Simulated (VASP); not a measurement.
AlAs:

```
CELL_PARAMETERS angstrom
0.00000 2.83040 2.83040
2.83040 0.00000 2.83040
2.83040 2.83040 0.00000
ATOMIC_POSITIONS crystal
Al 0.00000 0.00000 0.00000
As 0.25000 0.25000 0.25000
```

- Program: VASP 6.6.1
- Task: relaxation of cell and atoms
- Functional: PBE
- Potentials or basis: VASP PAW PBE potentials, release 64 (Al, As)
- Cutoff: 600 eV
- k mesh: 8 × 8 × 8
- Occupations: gaussian, width 0.02 eV
- Spin: no spin polarisation

At the start: pressure 2.8 GPa; volume 22.67 Å³/atom.

Question: How do energy, volume and symmetry change on relaxing?

Answer: Over 3 steps the energy falls by 7.3 meV/atom and the volume is 23.55 Å³/atom (+3.9 %); space group F-43m (No. 216, to 0.05 Å).

Step by step:
```
step  energy change (eV)  largest force (eV/Å)  pressure (GPa)  volume (Å³)
   1              0.0000                0.0000            2.77        45.35
   2             -0.0114                0.0000           -1.18        47.97
   3             -0.0146                0.0000            0.01        47.10
```

Final structure:
```xyz
2
Lattice="0.0000 2.8663 2.8663 2.8663 0.0000 2.8663 2.8663 2.8663 0.0000" Properties=species:S:1:pos:R:3 pbc="T T T"
Al    0.0000    0.0000    0.0000
As    1.4332    1.4332    1.4332
```
